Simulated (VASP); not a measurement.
A run of VASP 6.6.1 is set up as follows.

INCAR

```
PREC = Accurate ; ENCUT = 600
EDIFF = 1E-6 ; ISMEAR = -1
SIGMA = 0.05 ; LREAL = False
LASPH = True ; NELM = 80
ALGO = Normal ; ISIF = 3
LWAVE = False ; LCHARG = False
GGA = CA ; IBRION = 2
NSW = 60 ; EDIFFG = -0.01
PSTRESS = 20
```

Contents of KPOINTS:

```
Automatic mesh
0
Gamma
  12 12 8
```

Contents of POSCAR:

```
HfS2
1.0
    3.6396641800      0.0000000000      0.0000000000
   -1.8198320900      3.1520416411      0.0000000000
    0.0000000000      0.0000000000      6.0555624700
Hf S
1 2
Direct
    0.0000000000      0.0000000000      0.0000000000
    0.6666666667      0.3333333333      0.7639520500
    0.3333333333      0.6666666667      0.2360479500
```

Potentials or basis: VASP PAW LDA potentials, release 64 (Hf_pv, S).

The run is started by

```bash
$ cat potpaw_LDA.64/Hf_pv/POTCAR potpaw_LDA.64/S/POTCAR > POTCAR
$ mpirun -np 1 vasp_std > vasp.out
```

Q: Predict the space group after relaxing (to 0.05 Å).

A: P-3m1 (No. 164).

Q: What does it give for the relaxed cell?

A: a = 3.523 Å, b = 3.523 Å, c = 5.513 Å, α = 90.00°, β = 90.00°, γ = 120.00°.

Q: Estimate the relaxed volume.

A: 19.75 Å³/atom.

The path:
| step | energy change (eV) | largest force (eV/Å) | pressure (GPa) | volume (Å³) |
| --- | --- | --- | --- | --- |
| 1 | 0.0000 | 0.2491 | -4.22 | 69.47 |
| 2 | 0.1848 | 1.7711 | 12.35 | 60.81 |
| 3 | -0.0343 | 0.5109 | 1.68 | 65.68 |
| 4 | -0.0334 | 0.5275 | 1.80 | 65.60 |
| 5 | -0.0444 | 0.3940 | 1.77 | 64.80 |
| 6 | -0.0400 | 0.0434 | 1.71 | 62.84 |
| 7 | -0.0461 | 0.0494 | 1.92 | 61.98 |
| 8 | -0.0484 | 0.0566 | 2.86 | 59.40 |
| 9 | 0.1324 | 0.1866 | 7.48 | 54.25 |
| 10 | -0.0421 | 0.1874 | 3.81 | 58.90 |
| 11 | -0.0510 | 0.3480 | -0.36 | 59.86 |
| 12 | -0.0545 | 0.0581 | 1.85 | 59.33 |
| 13 | -0.0544 | 0.0210 | 1.97 | 59.27 |
| 14 | -0.0543 | 0.0128 | 2.00 | 59.26 |
| 15 | -0.0543 | 0.0054 | 2.04 | 59.26 |

Caveat: the cell is relaxed towards a set pressure, so the enthalpy falls and the energy may rise.
